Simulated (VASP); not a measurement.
# Ag in VASP: notebook, part 2 of 2

VASP 6.6.1.

## 3. Relaxation of the atoms, LDA

Input file INCAR:

```
SYSTEM = Ag
PREC = Accurate
ENCUT = 520
EDIFF = 1E-6
ISMEAR = 1
SIGMA = 0.1
LREAL = .FALSE.
LASPH = .TRUE.
NELM = 80
ALGO = Normal
ISIF = 2
LWAVE = .FALSE.
LCHARG = .FALSE.
LDIPOL = .TRUE.
IDIPOL = 3
DIPOL = 0.5 0.5 0.500
GGA = CA
IBRION = 2
NSW = 80
EDIFFG = -0.02
KPAR = 4
```

Input file KPOINTS:

```
Automatic mesh
0
G
  14 14 1
  0 0 0
```

Input file POSCAR:

```
Ag
1.0
    2.8300959000      0.0000000000      0.0000000000
    0.0000000000      2.8300959000      0.0000000000
    0.0000000000      0.0000000000     27.0070800000
Ag
7
Direct
    0.5000000000      0.5000000000      0.2777049600
    0.0000000000      0.0000000000      0.3518033000
    0.5000000000      0.5000000000      0.4259016500
    0.0000000000      0.0000000000      0.5000000000
    0.5000000000      0.5000000000      0.5740983500
    0.0000000000      0.0000000000      0.6481967000
    0.5000000000      0.5000000000      0.7222950400
```

Potentials or basis: VASP PAW LDA potentials, release 64 (Ag).

Started as:

```bash
$ cat potpaw_LDA.64/Ag/POTCAR > POTCAR
$ mpirun -np 4 vasp_std > vasp.out
```

OUTCAR:

```text
SYSTEM = Ag
   PREC = Accurate
   ENCUT = 520
   EDIFF = 1E-6
   ISMEAR = 1
   LREAL = .FALSE.
   LASPH = .TRUE.
   NELM = 80
   ISIF = 2
   GGA = CA
   IBRION = 2
   NSW = 80
   EDIFFG = -0.02

 ion  position               nearest neighbor table
   1  0.500  0.500  0.278-   2 2.83   2 2.83   2 2.83   2 2.83
   2  0.000  0.000  0.352-   1 2.83   1 2.83   1 2.83   1 2.83   3 2.83   3 2.83   3 2.83   3 2.83

   3  0.500  0.500  0.426-   2 2.83   4 2.83   2 2.83   4 2.83   2 2.83   4 2.83   2 2.83   4 2.83

   4  0.000  0.000  0.500-   3 2.83   5 2.83   3 2.83   5 2.83   3 2.83   5 2.83   3 2.83   5 2.83

   5  0.500  0.500  0.574-   4 2.83   6 2.83   4 2.83   6 2.83   4 2.83   6 2.83   4 2.83   6 2.83

   6  0.000  0.000  0.648-   7 2.83   7 2.83   7 2.83   7 2.83   5 2.83   5 2.83   5 2.83   5 2.83

   7  0.500  0.500  0.722-   6 2.83   6 2.83   6 2.83   6 2.83

  LATTYP: Found a simple tetragonal cell.
 ALAT       =     2.8300959000
 C/A-ratio  =     9.5428144325

  Lattice vectors:

 A1 = (   2.8300959000,   0.0000000000,   0.0000000000)
 A2 = (   0.0000000000,   2.8300959000,   0.0000000000)
 A3 = (   0.0000000000,   0.0000000000,  27.0070800000)

Analysis of symmetry for initial positions (statically):
=====================================================================
 Subroutine PRICEL returns:
 Original cell was already a primitive cell.

 Routine SETGRP: Setting up the symmetry group for a
 simple tetragonal supercell.

 Subroutine GETGRP returns: Found 16 space group operations
 (whereof 16 operations were pure point group operations)
 out of a pool of 16 trial point group operations.

The static configuration has the point symmetry D_4h.

Analysis of symmetry for dynamics (positions and initial velocities):
=====================================================================
 Subroutine PRICEL returns:
 Original cell was already a primitive cell.

 Routine SETGRP: Setting up the symmetry group for a
 simple tetragonal supercell.

 Subroutine GETGRP returns: Found 16 space group operations
 (whereof 16 operations were pure point group operations)
 out of a pool of 16 trial point group operations.

The dynamic configuration has the point symmetry D_4h.

 Subroutine INISYM returns: Found 16 space group operations
 (whereof 16 operations are pure point group operations),
 and found     1 'primitive' translations

----------------------------------------------------------------------------------------

                                     Primitive cell

  volume of cell :     216.3117

  direct lattice vectors                    reciprocal lattice vectors
     2.830095900  0.000000000  0.000000000     0.353344917  0.000000000  0.000000000
     0.000000000  2.830095900  0.000000000     0.000000000  0.353344917  0.000000000
     0.000000000  0.000000000 27.007080000     0.000000000  0.000000000  0.037027328

  length of vectors
     2.830095900  2.830095900 27.007080000     0.353344917  0.353344917  0.037027328

  position of ions in fractional coordinates (direct lattice)
     0.500000000  0.500000000  0.277704960
     0.000000000  0.000000000  0.351803300
[... 80 lines left out ...]
   ICHARG =      2    charge: 1-file 2-atom 10-const
   ISPIN  =      1    spin polarized calculation?
   LNONCOLLINEAR =      F non collinear calculations
   LSORBIT =      F    spin-orbit coupling
   LASPH  =      T    aspherical Exc in radial PAW
   ENCUT  =  520.0 eV  38.22 Ry    6.18 a.u.   5.26  5.26 50.22*2*pi/ulx,y,z
   NELM   =     80;   NELMIN=  2; NELMDL= -5     # of ELM steps
   EDIFF  = 0.1E-05   stopping-criterion for ELM
   LREAL  =      F    real-space projection
   EDIFFG = -.2E-01   stopping-criterion for IOM
   NSW    =     80    number of steps for IOM
   IBRION =      2    ionic relax: 0-MD 1-quasi-New 2-CG
   NFREE  =      1    steps in history (QN), initial steepest desc. (CG)
   ISIF   =      2    stress and relaxation
   ISYM   =      2    0-nonsym 1-usesym 2-fastsym
   POTIM  = 0.5000    time-step for ionic-motion
   TEBEG  =    0.0;   TEEND  =   0.0 temperature during run
   PSTRESS=    0.0 pullay stress
   NELECT =      77.0000    total number of electrons
   NUPDOWN=      -1.0000    fix difference up-down
   EMIN   =  10.00;   EMAX   =-10.00  energy-range for DOS
   EFERMI =   0.00;   METHOD = LEGACY
   ISMEAR =     1;   SIGMA  =   0.10  broadening in eV -4-tet -1-fermi 0-gaus
   EFERMI_NEDOS =   21; number of points for ismear=-14 and -15
   IALGO  =     38    algorithm
   IMIX   =      4    mixing-type and parameters
     AMIX     =   0.40;   BMIX     =  1.00
     AMIX_MAG =   1.60;   BMIX_MAG =  1.00
  volume/ion in A,a.u.               =      30.90       208.53
  Fermi-wavevector in a.u.,A,eV,Ry     =   1.160233  2.192522 18.315345  1.346140
  Thomas-Fermi vector in A             =   2.296817
   LORBIT       =      0    0 simple, 1 ext, 2 COOP (PROOUT), +10 PAW based schemes
   GGA     = CA    functional components
   LHFCALC =     F    Hartree Fock is set to
   AEXX    =    0.0000 exact exchange contribution
   IVDW    =     0    specifies the selected vdW correction
   LEPSILON=     F    determine dielectric tensor
   LRPA    =     F    only Hartree local field effects (RPA)
 conjugate gradient relaxation of ions
 non-spin polarized calculation
 Methfessel and Paxton  Order N= 1 SIGMA  =   0.10
  energy-cutoff  :      520.00
  volume of cell :      216.31
 maximum number of plane-waves:      5885
 NGX is ok and might be reduce to    24
   NGX = 11   NGY = 11   NGZ =101

--------------------------------------- Ionic step        1  -------------------------------------------

 number of electron      77.0000012 magnetization

 Free energy of the ion-electron system (eV)
  ---------------------------------------------------
  ext. energy  EPLUGINS =         0.00000000
  ---------------------------------------------------
  free energy    TOTEN  =       -25.18545244 eV

  energy without entropy =      -25.18772213  energy(sigma->0) =      -25.18620900

------------------------ aborting loop because EDIFF is reached ----------------------------------------

  FORCE on cell =-STRESS in cart. coord.  units (eV):
  Direction    XX          YY          ZZ          XY          YZ          ZX
  --------------------------------------------------------------------------------------
  -------------------------------------------------------------------------------------
  Total       -1.9485864     -1.9485864     -0.8206431      0.0000000     -0.0000000     -0.0000000
  in kB      -14.4327907    -14.4327907     -6.0783396      0.0000000     -0.0000000     -0.0000000
  external PRESSURE =     -11.6479737 kB  Pullay stress =       0.0000000 kB
[... 186 lines left out ...]
  FREE ENERGIE OF THE ION-ELECTRON SYSTEM (eV)
  ---------------------------------------------------
  free  energy   TOTEN  =       -25.1918203639 eV

  energy  without entropy=      -25.1938432449  energy(sigma->0) =      -25.19249466

 dipolmoment           0.000000      0.000000      0.000000 electrons x Angstroem

--------------------------------------- Ionic step        6  -------------------------------------------

 number of electron      77.0000012 magnetization

 dipolmoment           0.000000      0.000000     -0.000000 electrons x Angstroem

 Free energy of the ion-electron system (eV)
  ---------------------------------------------------
  ext. energy  EPLUGINS =         0.00000000
  ---------------------------------------------------
  free energy    TOTEN  =       -25.19209266 eV

  energy without entropy =      -25.19412638  energy(sigma->0) =      -25.19277057

 E-fermi :   2.4665     XC(G=0):  -7.4078

 val. band max:        2.4005897460   @ k =   0.1429   0.0714   0.0000
 cond. band min:       2.4727830477   @ k =   0.2143   0.2143   0.0000
 fundamental gap:      0.0721933017
 Fermi energy:         2.4664853130

 k-point     1 :       0.0000    0.0000    0.0000
  band No.  band energies     occupation
      1      -5.6358      2.00000
      2      -5.1171      2.00000
      3      -4.3800      2.00000
      4      -4.2629      2.00000
      5      -4.1624      2.00000
      6      -4.1077      2.00000
[... 1165 lines left out ...]
     45       7.9567      0.00000
     46       8.6636      0.00000

 [... further k-points ...]

------------------------ aborting loop because EDIFF is reached ----------------------------------------

 vacuum level on the upper side and lower side of the slab       (xc-potential included)        -0.052        -0.052

  FORCE on cell =-STRESS in cart. coord.  units (eV):
  Direction    XX          YY          ZZ          XY          YZ          ZX
  --------------------------------------------------------------------------------------
  -------------------------------------------------------------------------------------
  Total       -1.6519231     -1.6519231     -0.4255224      0.0000000      0.0000000     -0.0000000
  in kB      -12.2354651    -12.2354651     -3.1517593      0.0000000      0.0000000     -0.0000000
  external PRESSURE =      -9.2075631 kB  Pullay stress =       0.0000000 kB
[... 22 lines left out ...]
  FREE ENERGIE OF THE ION-ELECTRON SYSTEM (eV)
  ---------------------------------------------------
  free  energy   TOTEN  =       -25.1920926585 eV

  energy  without entropy=      -25.1941263795  energy(sigma->0) =      -25.19277057

 reached required accuracy - stopping structural energy minimisation

 vacuum level on the upper side and lower side of the slab         7.132         7.132
```

Wall time 2.6 min (4 MPI ranks of Intel Xeon 6975P-C (Granite Rapids), shared host); peak memory 0.43 GiB.

What came out:

* Free energy: -25.1921 eV
* Energy gained by relaxing: 0.9 meV/atom
* Ionic steps: 6
* Largest force after relaxing: 0.018 eV/Å
* Band gap on the k mesh: none (metal or under the smearing width)

Forces in eV/Å, atoms in the order of the input:
```
Ag   0.000  0.000  0.015
Ag   0.000  0.000  0.018
Ag   0.000  0.000  0.004
Ag   0.000  0.000  0.000
Ag   0.000  0.000 -0.004
Ag   0.000  0.000 -0.018
Ag   0.000  0.000 -0.015
```

The path:
```tsv
step	energy change (eV)	largest force (eV/Å)	pressure (GPa)
1	0.0000	0.1647	-1.16
2	-0.0039	0.1106	-1.09
3	-0.0058	0.0526	-0.99
4	-0.0058	0.0551	-0.98
5	-0.0064	0.0270	-0.95
6	-0.0066	0.0185	-0.92
```

Final structure:
```
CELL_PARAMETERS angstrom
2.83010 0.00000 0.00000
0.00000 2.83010 0.00000
0.00000 0.00000 27.00708
ATOMIC_POSITIONS crystal
Ag 0.50000 0.50000 0.27864
Ag 0.00000 0.00000 0.35125
Ag 0.50000 0.50000 0.42566
Ag 0.00000 0.00000 0.50000
Ag 0.50000 0.50000 0.57434
Ag 0.00000 0.00000 0.64875
Ag 0.50000 0.50000 0.72136
```

## 4. Single point, LDA

Input file INCAR:

```
SYSTEM = Ag
ALGO = Fast
DIPOL = 0.5 0.5 0.500
EDIFF = 1E-6
ENCUT = 520
GGA = CA
ICORELEVEL = 1
IDIPOL = 3
ISIF = 2
ISMEAR = 1
KPAR = 4
LASPH = .TRUE.
LCHARG = .FALSE.
LDIPOL = .TRUE.
LREAL = .FALSE.
LVACPOTAV = .TRUE.
LVHAR = .TRUE.
LWAVE = .FALSE.
NELM = 80
PREC = Accurate
SIGMA = 0.1
```

Input file KPOINTS:

```
k-points
0
G
  14 14 1
  0 0 0
```

Input file POSCAR:

```
Ag                                      
1.0
    2.8300959000      0.0000000000      0.0000000000
    0.0000000000      2.8300959000      0.0000000000
    0.0000000000      0.0000000000     27.0070800000
  Ag            
     7
Direct
     0.5000000000000000    0.5000000000000000    0.2786361474018247
     0.0000000000000000    0.0000000000000000    0.3512458705154502
     0.5000000000000000    0.5000000000000000    0.4256612455089848
     1.0000000000000000    1.0000000000000000    0.5000000000000000
     0.5000000000000000    0.5000000000000000    0.5743387544910153
     1.0000000000000000    0.0000000000000000    0.6487541294845499
     0.5000000000000000    0.5000000000000000    0.7213638525981755
```

Potentials or basis: VASP PAW LDA potentials, release 64 (Ag).

Started as:

```bash
$ cat potpaw_LDA.64/Ag/POTCAR > POTCAR
$ mpirun -np 4 vasp_std > vasp.out
```

OUTCAR:

```text
SYSTEM = Ag
   EDIFF = 1E-6
   ENCUT = 520
   GGA = CA
   ISIF = 2
   ISMEAR = 1
   LASPH = .TRUE.
   LREAL = .FALSE.
   NELM = 80
   PREC = Accurate

 ion  position               nearest neighbor table
   1  0.500  0.500  0.279-   2 2.80   2 2.80   2 2.80   2 2.80
   2  0.000  0.000  0.351-   1 2.80   1 2.80   1 2.80   1 2.80   3 2.84   3 2.84   3 2.84   3 2.84

   3  0.500  0.500  0.426-   4 2.83   4 2.83   4 2.83   4 2.83   2 2.84   2 2.84   2 2.84   2 2.84

   4  0.000  0.000  0.500-   3 2.83   5 2.83   3 2.83   5 2.83   3 2.83   5 2.83   3 2.83   5 2.83

[... 1414 lines left out ...]
  Total       -1.6476184     -1.6476184     -0.4253314      0.0000000      0.0000000      0.0000000
  in kB      -12.2035811    -12.2035811     -3.1503445      0.0000000      0.0000000      0.0000000
  external PRESSURE =      -9.1858356 kB  Pullay stress =       0.0000000 kB

 VOLUME and BASIS-vectors are now :
 -----------------------------------------------------------------------------
  energy-cutoff  :      520.00
  volume of cell :      216.31
      direct lattice vectors                 reciprocal lattice vectors
     2.830095900  0.000000000  0.000000000     0.353344917  0.000000000  0.000000000
     0.000000000  2.830095900  0.000000000     0.000000000  0.353344917  0.000000000
     0.000000000  0.000000000 27.007080000     0.000000000  0.000000000  0.037027328

 POSITION                                       TOTAL-FORCE (eV/Angst)
 -----------------------------------------------------------------------------------
      1.41505      1.41505      7.52515         0.000000      0.000000      0.016010
      0.00000      0.00000      9.48613        -0.000000     -0.000000      0.019212
      1.41505      1.41505     11.49587         0.000000     -0.000000      0.004748
      0.00000      0.00000     13.50354         0.000000     -0.000000     -0.000000
      1.41505      1.41505     15.51121        -0.000000     -0.000000     -0.004748
      0.00000      0.00000     17.52095         0.000000     -0.000000     -0.019212
      1.41505      1.41505     19.48193        -0.000000      0.000000     -0.016010
 -----------------------------------------------------------------------------------
    total drift:                                0.000000     -0.000000     -0.000000

  FREE ENERGIE OF THE ION-ELECTRON SYSTEM (eV)
  ---------------------------------------------------
  free  energy   TOTEN  =       -25.1920923069 eV

  energy  without entropy=      -25.1941292659  energy(sigma->0) =      -25.19277129

 vacuum level on the upper side and lower side of the slab         7.158         7.158
```

OSZICAR:

```text
N       E                     dE             d eps       ncg     rms          rms(c)
DAV:   1     0.518084455618E+03    0.51808E+03   -0.37991E+04  3320   0.152E+03
DAV:   2    -0.115365720186E+02   -0.52962E+03   -0.50718E+03  3554   0.342E+02
DAV:   3    -0.270946093693E+02   -0.15558E+02   -0.15219E+02  3664   0.599E+01
[... 14 lines left out ...]
RMM:  18    -0.251920801369E+02   -0.51757E-05   -0.39815E-07  2047   0.227E-03    0.115E-03
RMM:  19    -0.251920881932E+02   -0.80563E-05   -0.41435E-07  1615   0.159E-03    0.741E-04
RMM:  20    -0.251920903170E+02   -0.21238E-05   -0.31514E-08   693   0.938E-04    0.396E-04
RMM:  21    -0.251920920010E+02   -0.16840E-05   -0.53118E-08   965   0.116E-03    0.128E-04
RMM:  22    -0.251920923069E+02   -0.30593E-06   -0.55636E-09   487   0.878E-04
   1 F= -.25192092E+02 E0= -.25192771E+02  d E =0.203696E-02
```

Wall time 65 s (4 MPI ranks of Intel Xeon 6975P-C (Granite Rapids), shared host); peak memory 0.41 GiB.

Results:

| Property | Result |
| --- | --- |
| Free energy | -25.1921 eV |
| Largest force | 0.019 eV/Å |
| Band gap on the k mesh | none (metal or under the smearing width) |
| Work function of the upper face | 4.69 eV |
| Work function of the lower face | 4.69 eV |

Forces on the atoms (eV/Å):
```
Ag   0.000  0.000  0.016
Ag   0.000  0.000  0.019
Ag   0.000  0.000  0.005
Ag   0.000  0.000  0.000
Ag   0.000  0.000 -0.005
Ag   0.000  0.000 -0.019
Ag   0.000  0.000 -0.016
```

Core levels (eV, on the scale of the bands):
| atom | levels |
| --- | --- |
| 1 Ag | 1s -25177.5, 2s -3707.3, 2p -3330.3, 3s -674.8, 3p -550.5, 3d -353.1, 4s -88.9, 4p -52.6 |
| 2 Ag | 1s -25177.9, 2s -3707.7, 2p -3330.7, 3s -675.2, 3p -550.9, 3d -353.5, 4s -89.2, 4p -53.0 |
| 3 Ag | 1s -25177.8, 2s -3707.6, 2p -3330.6, 3s -675.2, 3p -550.8, 3d -353.5, 4s -89.2, 4p -52.9 |
| 4 Ag | 1s -25177.8, 2s -3707.6, 2p -3330.6, 3s -675.2, 3p -550.8, 3d -353.5, 4s -89.2, 4p -52.9 |
| 5 Ag | 1s -25177.8, 2s -3707.6, 2p -3330.6, 3s -675.2, 3p -550.8, 3d -353.5, 4s -89.2, 4p -52.9 |
| 6 Ag | 1s -25177.9, 2s -3707.7, 2p -3330.7, 3s -675.2, 3p -550.9, 3d -353.5, 4s -89.2, 4p -53.0 |
